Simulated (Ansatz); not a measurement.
# MoS2: band gap under strain

How does strain move the band edges of MoS2 in the 3R-MoS2 structure, and do the functionals agree on it? States: +2.2 % equal strain in all directions; +4.5 % strain along z alone.

Program: Ansatz 0.2.0. PAW datasets, plane waves. Computed at 0 K without zero-point motion; spin polarisation is off.

**1. The system as given**

The unstrained cell was relaxed with r2SCAN+rVV10; in each strained cell the atoms were relaxed again with r2SCAN+rVV10. Names of k-points are those of the unstrained zone, where strain can split equivalent points. First state: +2.2 % equal strain in all directions.

It is trigonal, R3m (No. 160); a = 3.244 Å, c = 18.985 Å in the conventional setting, 19.23 Å³ an atom. Near Mo stand 6 S at 2.42 Å; near S stand 3 Mo at 2.42 Å.

Coordinates:

```
CELL_PARAMETERS angstrom
1.62204 0.93649 6.32835
-1.62204 0.93649 6.32835
0.00000 -1.87297 6.32835
ATOMIC_POSITIONS crystal
Mo 0.99999 0.99999 0.99999
S 0.41424 0.41424 0.41424
S 0.25244 0.25244 0.25244
```

**2. +2.2 % equal strain in all directions: PBE**

Contents of input.yaml:

```yaml
crystal:
  lattice:
    - [1.6220414536, 0.9364860699, 6.3283480886]
    - [-1.6220414536, 0.9364860699, 6.3283480886]
    - [0.0, -1.8729721397, 6.3283480886]
  atoms:
    - { symbol: Mo, position: [-8.452e-06, -8.452e-06, -8.452e-06] }
    - { symbol: S, position: [0.4142384035, 0.4142384035, 0.4142384035] }
    - { symbol: S, position: [0.2524367152, 0.2524367152, 0.2524367152] }
kpoints:
  mp_grid: { grid: [10, 10, 10] }
  band_path:
    path:
      - [0.0, 0.0, 0.0]
      - [-0.5, -0.5, -0.5]
      - [-0.5, -0.1812659207, -0.8187340793]
      - [-0.1812659207, 0.1812659207, -0.5]
      - [0.0, 0.0, -0.5]
      - [0.0, 0.3406329604, -0.3406329604]
      - [-0.3406329604, 0.0, -0.6593670396]
      - [-0.5, 0.0, -0.5]
      - [0.0, 0.1703164802, -0.1703164802]
      - [-0.1631393286, 0.1631393286, -0.5]
    npoints: 1
hamiltonian:
  xc: pbe
scf:
  occupations: { method: fermi_dirac, width: 0.02 }
  n_extra_bands: 4
output:
  forces: true
  stress: true
  eigenvalues: true
```

After this run come: +2.2 % equal strain in all directions: r2SCAN; +2.2 % equal strain in all directions: HSE06; +4.5 % strain along z alone: PBE; +4.5 % strain along z alone: r2SCAN; +4.5 % strain along z alone: HSE06.

What does the calculation give?

**Answer**, as computed:

Least gap in eV (negative: overlap):

```
                                state   PBE  r2SCAN  HSE06
+2.2 % equal strain in all directions  0.66    0.71   1.08
          +4.5 % strain along z alone  1.15    1.22   1.63
```

In words: Where both were run, the HSE06 gap lies +0.42 to +0.48 eV from PBE's, each on its own k points. In PBE the gap is least under +2.2 % equal strain in all directions (0.66 eV) and largest under +4.5 % strain along z alone (1.15 eV).
